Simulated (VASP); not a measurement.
# BaTiO3 (Barioperovskite) (Amm2) in VASP: settings compared, part 2 of 3

VASP 6.6.1.

## Step 3: Band structure, HSE03

File POSCAR:

```
BaTiO3
1.0
    3.9855000000      0.0000000000      0.0000000000
    0.0000000000      2.8369000000      2.8451500000
    0.0000000000     -2.8369000000      2.8451500000
Ba Ti O
1 1 3
Direct
    0.0000000000      0.0000000000      0.0000000000
    0.5000000000      0.5124000000      0.5124000000
    0.5000000000      0.9918400000      0.5052400000
    0.5000000000      0.5052400000      0.9918400000
    0.0000000000      0.4874000000      0.4874000000
```

File INCAR.step1:

```
SYSTEM = BaTiO3
ALGO     = Normal         ! electronic algorithm
EDIFF    = 1E-5           ! SCF threshold, eV
ENCUT    = 520            ! plane-wave cutoff, eV
GGA      = PE             ! functional
ISIF     = 2              ! what is computed and relaxed
ISMEAR   = 0              ! smearing method
KPAR     = 4            
LASPH    = .True.         ! aspherical terms in the spheres
LCHARG   = .False.        ! write CHGCAR
LMAXMIX  = 4              ! l up to which the mixer works
LREAL    = .False.        ! projectors in reciprocal space
LWAVE    = .True.         ! write WAVECAR
NBANDS   = 28             ! bands
NELM     = 80             ! most SCF steps
PREC     = Accurate       ! precision mode
SIGMA    = 0.02           ! smearing width, eV
```

File INCAR.step2:

```
SYSTEM = BaTiO3
ALGO     = Normal         ! electronic algorithm
EDIFF    = 1E-6           ! SCF threshold, eV
ENCUT    = 520            ! plane-wave cutoff, eV
GGA      = PE             ! functional
HFSCREEN = 0.3            ! screening, 1/A
ISIF     = 2              ! what is computed and relaxed
ISMEAR   = 0              ! smearing method
ISTART   = 1            
KPAR     = 4            
LASPH    = .True.         ! aspherical terms in the spheres
LCHARG   = .False.        ! write CHGCAR
LHFCALC  = .True.         ! exact exchange
LMAXMIX  = 4              ! l up to which the mixer works
LREAL    = .False.        ! projectors in reciprocal space
LWAVE    = .False.        ! write WAVECAR
NBANDS   = 28             ! bands
NELM     = 80             ! most SCF steps
PREC     = Accurate       ! precision mode
PRECFOCK = Fast         
SIGMA    = 0.02           ! smearing width, eV
```

File KPOINTS:

```
k-points
0
Gamma
  4 4 4
  0 0 0
```

File KPOINTS_OPT:

```
path GXSRAZGYX1A1TY,ZT
12
line-mode
reciprocal
 0.0000000000  0.0000000000  0.0000000000  G
 0.0000000000  0.4985522663 -0.4985522663  X

 0.0000000000  0.4985522663 -0.4985522663  X
 0.0000000000  0.0000000000 -0.5000000000  S

 0.0000000000  0.0000000000 -0.5000000000  S
-0.5000000000  0.0000000000 -0.5000000000  R

-0.5000000000  0.0000000000 -0.5000000000  R
-0.5000000000  0.4985522663 -0.4985522663  A

-0.5000000000  0.4985522663 -0.4985522663  A
-0.5000000000  0.0000000000  0.0000000000  Z

-0.5000000000  0.0000000000  0.0000000000  Z
 0.0000000000  0.0000000000  0.0000000000  G

 0.0000000000  0.0000000000  0.0000000000  G
 0.0000000000 -0.5000000000 -0.5000000000  Y

 0.0000000000 -0.5000000000 -0.5000000000  Y
 0.0000000000 -0.4985522663 -0.5014477337  X1

 0.0000000000 -0.4985522663 -0.5014477337  X1
-0.5000000000 -0.4985522663 -0.5014477337  A1

-0.5000000000 -0.4985522663 -0.5014477337  A1
-0.5000000000 -0.5000000000 -0.5000000000  T

-0.5000000000 -0.5000000000 -0.5000000000  T
 0.0000000000 -0.5000000000 -0.5000000000  Y

-0.5000000000  0.0000000000  0.0000000000  Z
-0.5000000000 -0.5000000000 -0.5000000000  T
```

Potentials or basis: VASP PAW PBE potentials, release 64 (Ba_sv, Ti_sv, O).

Launch:

```bash
cat potpaw_PBE.64/Ba_sv/POTCAR potpaw_PBE.64/Ti_sv/POTCAR potpaw_PBE.64/O/POTCAR > POTCAR
cp INCAR.step1 INCAR
mpirun -np 4 vasp_std > vasp.out
cp INCAR.step2 INCAR
mpirun -np 4 vasp_std > vasp.out
```

Wall time 34 min (4 MPI ranks of AMD EPYC 9R45 (Zen 5), shared host); peak memory 0.41 GiB.

Results (log left out):

- Free energy: -47.3197 eV
- Pressure: -1.2 GPa
- Largest force: 0.399 eV/Å
- Band gap on the k mesh: 3.00 eV, indirect (least direct gap 3.21 eV)
- Band gap along the path: 3.00 eV, indirect (least direct gap 3.21 eV)

Forces on the atoms (eV/Å):
```
Ba   0.000  0.000  0.164
Ti   0.000  0.000  0.343
O    0.000 -0.100 -0.387
O    0.000  0.100 -0.387
O    0.000  0.000  0.267
```

Stress tensor (GPa, compression positive):
```
-1.05  0.00  0.00
 0.00 -0.94  0.00
 0.00  0.00 -1.60
```

Levels at the corners of the path, in eV from the valence-band top:
| point | band 16 | band 17 | band 18 | band 19 | band 20 | band 21 | band 22 | band 23 | band 24 | band 25 |
| --- | --- | --- | --- | --- | --- | --- | --- | --- | --- | --- |
| Γ | -1.24 | -1.18 | -0.33 | -0.25 | -0.21 | 3.00 | 3.07 | 3.21 | 5.13 | 5.18 |
| X | -2.81 | -1.84 | -0.97 | -0.93 | -0.14 | 4.85 | 4.91 | 5.35 | 6.08 | 9.18 |
| X | -2.81 | -1.84 | -0.97 | -0.93 | -0.14 | 4.85 | 4.91 | 5.35 | 6.08 | 9.18 |
| S | -2.04 | -1.93 | -1.74 | -0.87 | -0.80 | 3.27 | 4.83 | 4.86 | 5.17 | 7.27 |
| S | -2.04 | -1.93 | -1.74 | -0.87 | -0.80 | 3.27 | 4.83 | 4.86 | 5.17 | 7.27 |
| R | -2.81 | -1.91 | -0.94 | -0.93 | -0.09 | 4.86 | 4.87 | 5.35 | 5.94 | 9.14 |
| R | -2.81 | -1.91 | -0.94 | -0.93 | -0.09 | 4.86 | 4.87 | 5.35 | 5.94 | 9.14 |
| A | -2.52 | -2.51 | -0.05 | -0.01 | 0.00 | 5.56 | 5.61 | 5.62 | 7.95 | 8.00 |
| A | -2.52 | -2.51 | -0.05 | -0.01 | 0.00 | 5.56 | 5.61 | 5.62 | 7.95 | 8.00 |
| Z | -2.07 | -1.89 | -1.81 | -0.89 | -0.84 | 3.22 | 4.80 | 4.90 | 5.11 | 7.14 |
| Z | -2.07 | -1.89 | -1.81 | -0.89 | -0.84 | 3.22 | 4.80 | 4.90 | 5.11 | 7.14 |
| Γ | -1.24 | -1.18 | -0.33 | -0.25 | -0.21 | 3.00 | 3.07 | 3.21 | 5.13 | 5.18 |
| Γ | -1.24 | -1.18 | -0.33 | -0.25 | -0.21 | 3.00 | 3.07 | 3.21 | 5.13 | 5.18 |
| Y | -2.81 | -1.84 | -0.97 | -0.93 | -0.14 | 4.85 | 4.91 | 5.35 | 6.08 | 9.18 |
| Y | -2.81 | -1.84 | -0.97 | -0.93 | -0.14 | 4.85 | 4.91 | 5.35 | 6.08 | 9.18 |
| X1 | -2.81 | -1.84 | -0.97 | -0.93 | -0.14 | 4.85 | 4.91 | 5.35 | 6.08 | 9.18 |
| X1 | -2.81 | -1.84 | -0.97 | -0.93 | -0.14 | 4.85 | 4.91 | 5.35 | 6.08 | 9.18 |
| A1 | -2.52 | -2.51 | -0.05 | -0.01 | 0.00 | 5.56 | 5.61 | 5.62 | 7.95 | 8.00 |
| A1 | -2.52 | -2.51 | -0.05 | -0.01 | 0.00 | 5.56 | 5.61 | 5.62 | 7.95 | 8.00 |
| T | -2.52 | -2.51 | -0.05 | -0.01 | 0.00 | 5.56 | 5.61 | 5.62 | 7.95 | 8.00 |
| T | -2.52 | -2.51 | -0.05 | -0.01 | 0.00 | 5.56 | 5.61 | 5.62 | 7.95 | 8.00 |
| Y | -2.81 | -1.84 | -0.97 | -0.93 | -0.14 | 4.85 | 4.91 | 5.35 | 6.08 | 9.18 |
| Z | -2.07 | -1.89 | -1.81 | -0.89 | -0.84 | 3.22 | 4.80 | 4.90 | 5.11 | 7.14 |
| T | -2.52 | -2.51 | -0.05 | -0.01 | 0.00 | 5.56 | 5.61 | 5.62 | 7.95 | 8.00 |

Caveat: the PAW data sets were made with another functional, which shifts forces and pressure a little; spin-orbit coupling is left out, which moves the levels of the heavy elements.

## Step 4: Band structure, PBE0

POSCAR is that of step 3.

INCAR.step1 is that of step 3.

Changes to INCAR.step2 since step 3:

```diff
@@ -1,2 +1,3 @@
 SYSTEM = BaTiO3
+AEXX     = 0.25           ! exact-exchange fraction
 ALGO     = Normal         ! electronic algorithm
@@ -5,3 +6,3 @@
 GGA      = PE             ! functional
-HFSCREEN = 0.3            ! screening, 1/A
+HFRCUT   = -1           
 ISIF     = 2              ! what is computed and relaxed
```

KPOINTS is that of step 3.

KPOINTS_OPT is that of step 3.

Potentials or basis: VASP PAW PBE potentials, release 64 (Ba_sv, Ti_sv, O).

Launch:

```bash
cat potpaw_PBE.64/Ba_sv/POTCAR potpaw_PBE.64/Ti_sv/POTCAR potpaw_PBE.64/O/POTCAR > POTCAR
cp INCAR.step1 INCAR
mpirun -np 4 vasp_std > vasp.out
cp INCAR.step2 INCAR
mpirun -np 4 vasp_std > vasp.out
```

OUTCAR:

```text
SYSTEM = BaTiO3
   AEXX = 0.25
   EDIFF = 1E-6
   ENCUT = 520
   GGA = PE
   ISIF = 2
   ISMEAR = 0
   ISTART = 1
   LASPH = .True.
   LHFCALC = .True.
   LREAL = .False.
   NELM = 80
   PREC = Accurate
   PRECFOCK = Fast

 ion  position               nearest neighbor table
   1  0.000  0.000  0.000-   5 2.77   4 2.81   3 2.81   3 2.81   4 2.81   5 2.84   5 2.84   4 2.84
                             3 2.84   3 2.84   4 2.84   5 2.92   2 3.42   2 3.42   2 3.47   2 3.47
[... 866 lines left out ...]
  -------------------------------------------------------------------------------------
  Total       -0.5775003     -0.5360655     -0.7994484      0.0000000      0.0000000      0.0000000
  in kB      -14.3813883    -13.3495434    -19.9085219      0.0000000      0.0000000      0.0000000
  external PRESSURE =     -15.8798179 kB  Pullay stress =       0.0000000 kB

 VOLUME and BASIS-vectors are now :
 -----------------------------------------------------------------------------
  energy-cutoff  :      520.00
  volume of cell :       64.34
      direct lattice vectors                 reciprocal lattice vectors
     3.985500000  0.000000000  0.000000000     0.250909547  0.000000000  0.000000000
     0.000000000  2.836900000  2.845150000     0.000000000  0.176248722  0.175737659
     0.000000000 -2.836900000  2.845150000     0.000000000 -0.176248722  0.175737659

 POSITION                                       TOTAL-FORCE (eV/Angst)
 -----------------------------------------------------------------------------------
      0.00000      0.00000      0.00000         0.000000      0.000000      0.164684
      1.99275      0.00000      2.91571         0.000000      0.000000      0.359782
      1.99275      1.38044      4.25942         0.000000     -0.106988     -0.396903
      1.99275     -1.38044      4.25942         0.000000      0.106988     -0.396903
      0.00000      0.00000      2.77345         0.000000      0.000000      0.269340
 -----------------------------------------------------------------------------------
    total drift:                               -0.000000     -0.000000      0.006572

  FREE ENERGIE OF THE ION-ELECTRON SYSTEM (eV)
  ---------------------------------------------------
  free  energy   TOTEN  =       -51.1188662071 eV

  energy  without entropy=      -51.1188662071  energy(sigma->0) =      -51.11886621
```

OSZICAR.step1:

```text
N       E                     dE             d eps       ncg     rms          rms(c)
DAV:   1     0.439871963755E+03    0.43987E+03   -0.20673E+04  1176   0.154E+03
DAV:   2    -0.629220696124E+00   -0.44050E+03   -0.41735E+03  1320   0.432E+02
DAV:   3    -0.486902242745E+02   -0.48061E+02   -0.47478E+02  1692   0.137E+02
DAV:   4    -0.508219089735E+02   -0.21317E+01   -0.21269E+01  1752   0.254E+01
DAV:   5    -0.508873745712E+02   -0.65466E-01   -0.65455E-01  1608   0.342E+00    0.236E+01
DAV:   6    -0.401066511351E+02    0.10781E+02   -0.57307E+01  1664   0.663E+01    0.989E+00
DAV:   7    -0.401225703098E+02   -0.15919E-01   -0.10556E+01  1572   0.231E+01    0.691E+00
DAV:   8    -0.399499925231E+02    0.17258E+00   -0.70455E-01  1444   0.747E+00    0.338E+00
DAV:   9    -0.399871762529E+02   -0.37184E-01   -0.30552E-01  1640   0.447E+00    0.148E+00
DAV:  10    -0.399648231045E+02    0.22353E-01   -0.13320E-01  1304   0.384E+00    0.427E-01
DAV:  11    -0.399628672296E+02    0.19559E-02   -0.11403E-02  1532   0.691E-01    0.124E-01
DAV:  12    -0.399629608193E+02   -0.93590E-04   -0.10979E-03  1564   0.294E-01    0.942E-02
DAV:  13    -0.399628358560E+02    0.12496E-03   -0.33576E-04  1404   0.196E-01    0.339E-02
DAV:  14    -0.399628307328E+02    0.51232E-05   -0.67782E-05  1592   0.712E-02
   1 F= -.39962831E+02 E0= -.39962831E+02  d E =-.149649E-13
```

Run time: 34 min. Hardware: 4 MPI ranks of AMD EPYC 9R45 (Zen 5), shared host; peak memory 0.32 GiB.

What came out:

- Free energy: -51.1189 eV
- Pressure: -1.6 GPa
- Largest force: 0.411 eV/Å
- Band gap on the k mesh: 4.00 eV, indirect (least direct gap 4.19 eV)
- Band gap along the path: 4.00 eV, indirect (least direct gap 4.19 eV)

Forces in eV/Å, atoms in the order of the input:
```
Ba   0.000  0.000  0.165
Ti   0.000  0.000  0.360
O    0.000 -0.107 -0.397
O    0.000  0.107 -0.397
O    0.000  0.000  0.269
```

Levels at the corners of the path, in eV from the valence-band top:
```
point  band 18  band 19  band 20  band 21  band 22  band 23
    Γ    -0.32    -0.24    -0.19     4.00     4.06     4.21
    X    -0.98    -0.93    -0.14     5.89     5.96     6.40
    X    -0.98    -0.93    -0.14     5.89     5.96     6.40
    S    -1.77    -0.87    -0.80     4.27     5.88     5.91
    S    -1.77    -0.87    -0.80     4.27     5.88     5.91
    R    -0.95    -0.94    -0.09     5.91     5.92     6.40
    R    -0.95    -0.94    -0.09     5.91     5.92     6.40
    A    -0.05    -0.01     0.00     6.61     6.67     6.68
    A    -0.05    -0.01     0.00     6.61     6.67     6.68
    Z    -1.84    -0.88    -0.84     4.22     5.84     5.94
    Z    -1.84    -0.88    -0.84     4.22     5.84     5.94
    Γ    -0.32    -0.24    -0.19     4.00     4.06     4.21
    Γ    -0.32    -0.24    -0.19     4.00     4.06     4.21
    Y    -0.98    -0.93    -0.14     5.89     5.96     6.40
    Y    -0.98    -0.93    -0.14     5.89     5.96     6.40
   X1    -0.98    -0.93    -0.14     5.89     5.96     6.40
   X1    -0.98    -0.93    -0.14     5.89     5.96     6.40
   A1    -0.05    -0.01     0.00     6.61     6.67     6.68
   A1    -0.05    -0.01     0.00     6.61     6.67     6.68
    T    -0.05    -0.01     0.00     6.61     6.67     6.68
    T    -0.05    -0.01     0.00     6.61     6.67     6.68
    Y    -0.98    -0.93    -0.14     5.89     5.96     6.40
    Z    -1.84    -0.88    -0.84     4.22     5.84     5.94
    T    -0.05    -0.01     0.00     6.61     6.67     6.68
```

Caveat: the PAW data sets were made with another functional, which shifts forces and pressure a little; spin-orbit coupling is left out, which moves the levels of the heavy elements.

## Step 5: G0W0 quasiparticle levels, LDA

POSCAR is that of step 4.

File INCAR.step1:

```
SYSTEM = BaTiO3
PREC     = Accurate       ! precision mode
ENCUT    = 500            ! plane-wave cutoff, eV
EDIFF    = 1E-8           ! SCF threshold, eV
ISMEAR   = 0              ! smearing method
SIGMA    = 0.01           ! smearing width, eV
LREAL    = .False.        ! projectors in reciprocal space
LASPH    = .True.         ! aspherical terms in the spheres
NELM     = 60             ! most SCF steps
ALGO     = Normal         ! electronic algorithm
LWAVE    = .True.         ! write WAVECAR
LCHARG   = .False.        ! write CHGCAR
GGA      = CA             ! functional
KPAR     = 4
```

File INCAR.step2:

```
SYSTEM = BaTiO3
PREC     = Accurate       ! precision mode
ENCUT    = 500            ! plane-wave cutoff, eV
EDIFF    = 1E-8           ! SCF threshold, eV
ISMEAR   = 0              ! smearing method
SIGMA    = 0.01           ! smearing width, eV
LREAL    = .False.        ! projectors in reciprocal space
LASPH    = .True.         ! aspherical terms in the spheres
NELM     = 1              ! most SCF steps
ALGO     = Exact          ! electronic algorithm
LWAVE    = .True.         ! write WAVECAR
LCHARG   = .False.        ! write CHGCAR
GGA      = CA             ! functional
NBANDS   = 288            ! bands
LOPTICS  = .True.         ! frequency-dependent dielectric function
ISTART   = 1            
KPAR     = 4
```

File INCAR.step3:

```
SYSTEM = BaTiO3
PREC     = Accurate       ! precision mode
ENCUT    = 500            ! plane-wave cutoff, eV
EDIFF    = 1E-8           ! SCF threshold, eV
ISMEAR   = 0              ! smearing method
SIGMA    = 0.01           ! smearing width, eV
LREAL    = .False.        ! projectors in reciprocal space
LASPH    = .True.         ! aspherical terms in the spheres
ALGO     = EVGW0          ! electronic algorithm
LWAVE    = .False.        ! write WAVECAR
LCHARG   = .False.        ! write CHGCAR
GGA      = CA             ! functional
NELMGW   = 1            
NBANDS   = 288            ! bands
ENCUTGW  = 150            ! cutoff of the response function
NOMEGA   = 50             ! frequency points
PRECFOCK = Fast         
ISTART   = 1            
NBANDSGW = 28           
KPAR     = 4
```

File KPOINTS:

```
regular mesh
0
Gamma
  4 4 4
  0 0 0
```

Potentials or basis: VASP PAW LDA potentials, release 64 (Ba_sv_GW, Ti_sv_GW, O_GW).

Launch:

```bash
cat potpaw_LDA.64/Ba_sv_GW/POTCAR potpaw_LDA.64/Ti_sv_GW/POTCAR potpaw_LDA.64/O_GW/POTCAR > POTCAR
cp INCAR.step1 INCAR
mpirun -np 4 vasp_std > vasp.out
cp INCAR.step2 INCAR
mpirun -np 4 vasp_std > vasp.out
cp INCAR.step3 INCAR
mpirun -np 4 vasp_std > vasp.out
```

OUTCAR:

```text
SYSTEM = BaTiO3
   PREC = Accurate
   ENCUT = 500
   EDIFF = 1E-8
   ISMEAR = 0
   LREAL = .False.
   LASPH = .True.
   GGA = CA
   NELMGW = 1
   ENCUTGW = 150
   PRECFOCK = Fast
   ISTART = 1

 ion  position               nearest neighbor table
   1  0.000  0.000  0.000-
   2  0.500  0.512  0.512-   3 1.93   4 1.93   5 2.00   5 2.00   3 2.09   4 2.09
   3  0.500  0.992  0.505-   2 1.93   2 2.09
   4  0.500  0.505  0.992-   2 1.93   2 2.09
   5  0.000  0.487  0.487-   2 2.00   2 2.00

  LATTYP: Found a base centered orthorhombic cell.
 ALAT       =     5.6738000000
 B/A-ratio  =     1.0029081039
 C/A-ratio  =     0.7024392823

  Lattice vectors:

[... 167 lines left out ...]
   ENCUTFOCK=  -1.0 apply spherical cutoff to Coloumb kernel
   IVDW    =     0    specifies the selected vdW correction
   LEPSILON=     F    determine dielectric tensor
   LRPA    =     F    only Hartree local field effects (RPA)
   LRPAFORCE           =     F    calculate RPA forces
   ENCUTGW             = 150.0    cutoff for response function in eV
   ENCUTGWSOFT         = 120.0    soft cutoff for Coulomb kernel in GW response function in eV
   ENCUTLF             =  -1.0    cutoff for local field effects
   NELMGW              =     1    number of iterations in solving QP/BSE equation
   NELMHF              =     1    number of iterations in the inner HF iteration
   NKREDLFX            =     1    NKREDLFY  =   1   NKREDLFZ  =   1
 non-spin polarized calculation
 Gauss-broadening in eV      SIGMA  =   0.01
  energy-cutoff  :      500.00
  volume of cell :       64.34
 maximum number of plane-waves:      1654
 NGX is ok and might be reduce to    30
  NGX = 16; NGY = 16; NGZ = 16
   NGX = 15   NGY = 15   NGZ = 15
 maximum number of plane-waves:       280

 QP shifts <psi_nk| G(iteration)W_0 |psi_nk>: iteration 1
 for sc-GW calculations column KS-energies equals QP-energies in previous step
 and V_xc(KS)=  KS-energies - (<T + V_ion + V_H > + <T+V_H+V_ion>^1  + <V_x>^1)

 k-point   1 :       0.0000    0.0000    0.0000
  band No.  KS-energies  QP-energies   sigma(KS)   V_xc(KS)     V^pw_x(r,r')   Z            occupation Imag(sigma)

      1     -50.7464     -51.9521     -26.4885     -24.4230     -41.5327       0.5837       2.0000       1.8109
      2     -27.3801     -28.2019     -25.2751     -23.9936     -34.5048       0.6414       2.0000       1.0756
      3     -27.3768     -28.1958     -25.2703     -23.9942     -34.5021       0.6418       2.0000       1.0714
      4     -27.3631     -28.1768     -25.2689     -23.9985     -34.5025       0.6405       2.0000       1.0617
      5     -19.4862     -20.4575     -16.7654     -15.3750     -24.6998       0.6986       2.0000       1.7122
      6     -11.5201     -12.8641     -20.9361     -18.8929     -30.3668       0.6578       2.0000       1.4654
[... 660 lines left out ...]
     27      12.8126      14.4138     -20.7181     -23.0635     -13.6732       0.6827       0.0000      -0.7590
     28      12.8544      14.4252     -20.1546     -22.4334     -13.2436       0.6893       0.0000      -0.7380
```

OUTCAR.step1:

```text
SYSTEM = BaTiO3
   PREC = Accurate
   ENCUT = 500
   EDIFF = 1E-8
   ISMEAR = 0
   LREAL = .False.
[... 797 lines left out ...]
      1.99275      1.38044      4.25942         0.000000     -0.068273     -0.332803
      1.99275     -1.38044      4.25942         0.000000      0.068273     -0.332803
      0.00000      0.00000      2.77345         0.000000      0.000000      0.184043
 -----------------------------------------------------------------------------------
    total drift:                                0.000000     -0.000002     -0.000077

  FREE ENERGIE OF THE ION-ELECTRON SYSTEM (eV)
  ---------------------------------------------------
  free  energy   TOTEN  =       -49.4796484638 eV

  energy  without entropy=      -49.4796484638  energy(sigma->0) =      -49.47964846
```

It took 12 min on 4 MPI ranks of Intel Xeon Platinum 8488C (Sapphire Rapids), shared host; peak memory 1.4 GiB.

What came out:

```
Band gap on the k mesh, mean-field level : 1.81 eV, indirect (least direct gap 1.98 eV)
Quasiparticle gap                        : 3.61 eV
Least direct quasiparticle gap           : 3.77 eV
```

Caveat: the cutoff is under 1.25 times the usual one of these potentials, so pressure, stress and relaxed cells hold a basis-set (Pulay) error; bands, screening cutoff and mesh are small and nothing is extrapolated, so the quasiparticle values aren't converged; spin-orbit coupling is left out, which moves the levels of the heavy elements.

[end of part 2 of 3]
